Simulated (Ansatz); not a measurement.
**A B vacancy in wurtzite BN, 95 atoms, charge −3**

Wanted: path and barrier of the jump (PBEsol and HSE06).

Program: Ansatz 0.2.0, PAW, plane waves. These are calculated values, not measurements.

## 1. The starting cell

95 atoms (47 B, 48 N); a = 7.623 Å, b = 8.802 Å, c = 8.407 Å, α = 90.00°, β = 90.00°, γ = 90.00°. All atoms were shaken off their sites by about 0.02 Å along each axis. Defect site 1: (0.500, 0.417, 0.500).

Steps to follow: (2) PBEsol relaxation at the single k point (¼, ¼, ¼), on 1 × NVIDIA GB200 with 8 threads of Arm Neoverse-V2; (3) HSE06 single point at the single k point (¼, ¼, ¼), on 1 × NVIDIA GB200 with 8 threads of Arm Neoverse-V2; (4) PBEsol band at the single k point (¼, ¼, ¼), on 1 × NVIDIA GB200 with 8 threads of Arm Neoverse-V2; (5) HSE06 single point at the single k point (¼, ¼, ¼), on 1 × NVIDIA GB200 with 8 threads of Arm Neoverse-V2.

## 2. PBEsol relaxation in the fixed cell

in.yaml reads:

```yaml
crystal:
  lattice:
    - [7.622990, 0.000000, 0.000000]
    - [0.000000, 8.802271, 0.000000]
    - [0.000000, 0.000000, 8.406582]
  atoms:
    - { symbol: B, position: [0.002832, 0.166226, 0.000308] }
    - { symbol: B, position: [0.001831, 0.166556, 0.497936] }
    - { symbol: B, position: [0.330870, 0.166291, 0.000352] }
    - { symbol: B, position: [0.336284, 0.166119, 0.501111] }
    - { symbol: B, position: [0.168062, 0.411256, 0.998057] }
    - { symbol: B, position: [0.164295, 0.413740, 0.496973] }
    - { symbol: B, position: [0.997427, 0.665071, 0.997289] }
    - { symbol: B, position: [0.002067, 0.667620, 0.497473] }
    - { symbol: B, position: [0.665615, 0.170445, 0.000475] }
    - { symbol: B, position: [0.667201, 0.166844, 0.500810] }
    - { symbol: B, position: [0.500618, 0.414894, 0.998988] }
    - { symbol: B, position: [0.335761, 0.668510, 0.000082] }
    - { symbol: B, position: [0.332965, 0.670161, 0.500169] }
    - { symbol: B, position: [0.167245, 0.917843, 0.997436] }
    - { symbol: B, position: [0.166995, 0.919674, 0.499980] }
    - { symbol: B, position: [0.832426, 0.414981, 0.001533] }
    - { symbol: B, position: [0.834027, 0.417820, 0.500814] }
    - { symbol: B, position: [0.670583, 0.665753, 0.000100] }
    - { symbol: B, position: [0.665573, 0.666443, 0.499581] }
    - { symbol: B, position: [0.498748, 0.917745, 0.002408] }
    - { symbol: B, position: [0.497553, 0.915544, 0.503408] }
    - { symbol: B, position: [0.834547, 0.918104, 0.996277] }
    - { symbol: B, position: [0.832828, 0.914309, 0.505031] }
    - { symbol: B, position: [0.164120, 0.082814, 0.251731] }
    - { symbol: B, position: [0.166143, 0.084801, 0.745563] }
    - { symbol: B, position: [0.000908, 0.332021, 0.256307] }
    - { symbol: B, position: [0.996404, 0.335320, 0.746020] }
    - { symbol: B, position: [0.498281, 0.085111, 0.249460] }
    - { symbol: B, position: [0.498312, 0.086291, 0.746137] }
    - { symbol: B, position: [0.331891, 0.329812, 0.254822] }
    - { symbol: B, position: [0.329991, 0.330526, 0.746532] }
    - { symbol: B, position: [0.169402, 0.584617, 0.250969] }
    - { symbol: B, position: [0.168190, 0.586321, 0.751206] }
    - { symbol: B, position: [0.998269, 0.831383, 0.250170] }
    - { symbol: B, position: [0.001823, 0.829613, 0.749857] }
    - { symbol: B, position: [0.839018, 0.084499, 0.249817] }
    - { symbol: B, position: [0.831390, 0.083358, 0.750291] }
    - { symbol: B, position: [0.664437, 0.330343, 0.251992] }
    - { symbol: B, position: [0.666435, 0.334278, 0.753210] }
    - { symbol: B, position: [0.503872, 0.586780, 0.249973] }
    - { symbol: B, position: [0.501737, 0.580263, 0.749123] }
    - { symbol: B, position: [0.331778, 0.835374, 0.248310] }
    - { symbol: B, position: [0.333063, 0.832632, 0.744337] }
    - { symbol: B, position: [0.836958, 0.582981, 0.254707] }
    - { symbol: B, position: [0.831469, 0.585840, 0.754035] }
    - { symbol: B, position: [0.663919, 0.838700, 0.250813] }
    - { symbol: B, position: [0.667265, 0.830932, 0.746569] }
    - { symbol: N, position: [0.000683, 0.167161, 0.187140] }
    - { symbol: N, position: [0.004982, 0.171493, 0.686865] }
    - { symbol: N, position: [0.334344, 0.166800, 0.187627] }
    - { symbol: N, position: [0.337465, 0.164139, 0.689622] }
    - { symbol: N, position: [0.166972, 0.418428, 0.190086] }
    - { symbol: N, position: [0.163962, 0.417077, 0.688707] }
    - { symbol: N, position: [0.998296, 0.666404, 0.186487] }
    - { symbol: N, position: [0.001851, 0.666831, 0.689531] }
    - { symbol: N, position: [0.668515, 0.165996, 0.184139] }
    - { symbol: N, position: [0.662713, 0.168844, 0.691628] }
    - { symbol: N, position: [0.501907, 0.419313, 0.189168] }
    - { symbol: N, position: [0.502756, 0.415771, 0.687391] }
    - { symbol: N, position: [0.330127, 0.666232, 0.186166] }
    - { symbol: N, position: [0.333394, 0.670545, 0.683933] }
    - { symbol: N, position: [0.167962, 0.920218, 0.186534] }
    - { symbol: N, position: [0.168395, 0.918873, 0.685635] }
    - { symbol: N, position: [0.834382, 0.418145, 0.183263] }
    - { symbol: N, position: [0.834270, 0.414696, 0.688015] }
    - { symbol: N, position: [0.667750, 0.669269, 0.182103] }
    - { symbol: N, position: [0.663484, 0.667368, 0.689145] }
    - { symbol: N, position: [0.497934, 0.917416, 0.189217] }
    - { symbol: N, position: [0.493479, 0.921988, 0.685292] }
    - { symbol: N, position: [0.832225, 0.914590, 0.185547] }
    - { symbol: N, position: [0.833002, 0.912698, 0.685005] }
    - { symbol: N, position: [0.166631, 0.083995, 0.441367] }
    - { symbol: N, position: [0.166500, 0.085664, 0.935062] }
    - { symbol: N, position: [0.005747, 0.331126, 0.437491] }
    - { symbol: N, position: [0.998106, 0.332869, 0.936866] }
    - { symbol: N, position: [0.496731, 0.083118, 0.434467] }
    - { symbol: N, position: [0.502552, 0.080520, 0.935234] }
    - { symbol: N, position: [0.336736, 0.334820, 0.439186] }
    - { symbol: N, position: [0.337980, 0.335458, 0.936365] }
    - { symbol: N, position: [0.165393, 0.581547, 0.433813] }
    - { symbol: N, position: [0.165116, 0.581571, 0.939973] }
    - { symbol: N, position: [0.000087, 0.834067, 0.437534] }
    - { symbol: N, position: [0.998866, 0.836408, 0.937498] }
    - { symbol: N, position: [0.832789, 0.083776, 0.436611] }
    - { symbol: N, position: [0.827962, 0.078699, 0.938417] }
    - { symbol: N, position: [0.671671, 0.331575, 0.437355] }
    - { symbol: N, position: [0.669148, 0.337257, 0.938023] }
    - { symbol: N, position: [0.497373, 0.579945, 0.439136] }
    - { symbol: N, position: [0.498148, 0.580917, 0.935407] }
    - { symbol: N, position: [0.334387, 0.831675, 0.438677] }
    - { symbol: N, position: [0.327964, 0.835465, 0.937360] }
    - { symbol: N, position: [0.836280, 0.584575, 0.440419] }
    - { symbol: N, position: [0.828280, 0.581776, 0.938030] }
    - { symbol: N, position: [0.665218, 0.835904, 0.432944] }
    - { symbol: N, position: [0.664004, 0.830978, 0.937518] }
  symmetry: { detect: false }
kpoints:
  mp_grid: { grid: [1, 1, 1], shift: [0.25, 0.25, 0.25] }
hamiltonian:
  xc: pbesol
total_charge: -3
scf:
  occupations: { method: fermi_dirac, width: 0.01 }
relax:
  f_tol: 0.03
  max_steps: 80
  escape_saddle: false
  adjacent_minimum: "off"
output:
  forces: true
  eigenvalues: true
  populations: true
  charged_corrections: { epsilon: 7 }
```

The run is started by

```bash
ansatz run in.yaml --threads 8 --pin off --max-ram 118750MiB --runs-dir r --events-out ev --progress --plain --backend cuda --devices 0, --max-vram 170GiB
```

Further steps of the session: Single point with HSE06; The band; HSE06 single point.

Before running it: what results should come out? Wanted: for each run, top filled to lowest empty.

As calculated:

| level | time | top filled to lowest empty (eV) |
| --- | --- | --- |
| PBEsol, relaxation | 3.3 s (GPU) | 4.21 |
| HSE06 | 9.7 s (GPU) | 5.84 |
| HSE06, at the band's top | 10 s (GPU) | 5.20 |

| quantity | value |
| --- | --- |
| relaxation | 5 recorded steps, 4.41 eV gained |
| largest shift | 0.20 Å (N88) |
| barrier forwards, backwards | 3.16, 3.16 eV |
| jump | B by 2.45 Å |
| band iterations | 10 |
| top less start by HSE06 | 3.45 eV |

**What this shows.** Relaxation gains 4.41 eV, with shifts up to 0.20 Å (N88). The PBEsol barrier is 3.16 eV forwards and 3.16 eV back, about 122 times kT at 300 K, without charge corrections. The cell's size and k points aren't converged for it. The program's check left the order of the top open. On the same two geometries HSE06 gives 3.45 eV. At the same k points, PBEsol gives a spacing 1.63 eV smaller than the 5.84 eV of HSE06. In a defect cell this spacing can involve defect levels, so it need not be the gap.
